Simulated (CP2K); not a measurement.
Runs of CP2K 2026.2 on Ge. It takes space group Cmmm (No. 65, orthorhombic). Conventional cell: a = 2.794 Å, b = 5.201 Å, c = 2.698 Å, α = 90.00°, β = 90.00°, γ = 90.00°. Ge (site symmetry mmm) is surrounded by 8 Ge at 2.70 to 2.95 Å. This isn't the form of Ge at room conditions, which is diamond.

```csv
task,level,potentials or basis,cell,k mesh,smearing,EPS_DEFAULT,NGRIDS,EXTRAPOLATION,basis sets,potentials,gap on the mesh (eV),pressure (GPa)
relaxation of cell and atoms,LDA,GTH_POTENTIALS Ge GTH-PADE-q4; TZVP-MOLOPT-PBE-GTH basis,relaxed,8 × 8 × 8,fermi-dirac 0.05 eV,1.0E-9,4,USE_PREV_P,Ge TZVP-MOLOPT-PBE-GTH-q4,Ge GTH-PADE-q4 of GTH_POTENTIALS,none,0.0
band structure,TASK,POTENTIAL_UZH Ge GTH-SCAN-q4; TZVP-MOLOPT-SCAN-GTH basis,as given,11 × 11 × 10,fermi-dirac 0.05 eV,1.0E-10,4,-,Ge TZVP-MOLOPT-SCAN-GTH-q4,Ge GTH-SCAN-q4 of POTENTIAL_UZH,none,(a)
band structure,r2SCAN,POTENTIAL_UZH Ge GTH-SCAN-q4; TZVP-MOLOPT-SCAN-GTH basis,as given,11 × 11 × 10,fermi-dirac 0.05 eV,1.0E-9,4,-,Ge TZVP-MOLOPT-SCAN-GTH-q4,Ge GTH-SCAN-q4 of POTENTIAL_UZH,none,-5.9
band structure,SCAN,POTENTIAL_UZH Ge GTH-SCAN-q4; TZVP-MOLOPT-SCAN-GTH basis,as given,11 × 11 × 10,fermi-dirac 0.1 eV,1.0E-9,5,-,Ge TZVP-MOLOPT-SCAN-GTH-q4,Ge GTH-SCAN-q4 of POTENTIAL_UZH,none,-5.1
band structure,LDA,GTH_POTENTIALS Ge GTH-PADE-q4; TZVP-MOLOPT-PBE-GTH basis,as given,11 × 11 × 10,fermi-dirac 0.1 eV,1.0E-9,5,-,Ge TZVP-MOLOPT-PBE-GTH-q4,Ge GTH-PADE-q4 of GTH_POTENTIALS,none,-5.7
```

Alike in all rows: no spin polarisation.

Task: Fill in the values left out.

Result: (a) -4.4.

Caveats: the basis of atomic orbitals isn't converged, which shifts pressures, moduli and gaps; the potentials were made for another functional, which shifts forces and pressure (some runs).

A k mesh can miss the band edges, and the runs leave out spin-orbit coupling on Ge.

A gap of «none» marks a metal or a gap under the smearing width.

Not every run made on this cell is shown here.
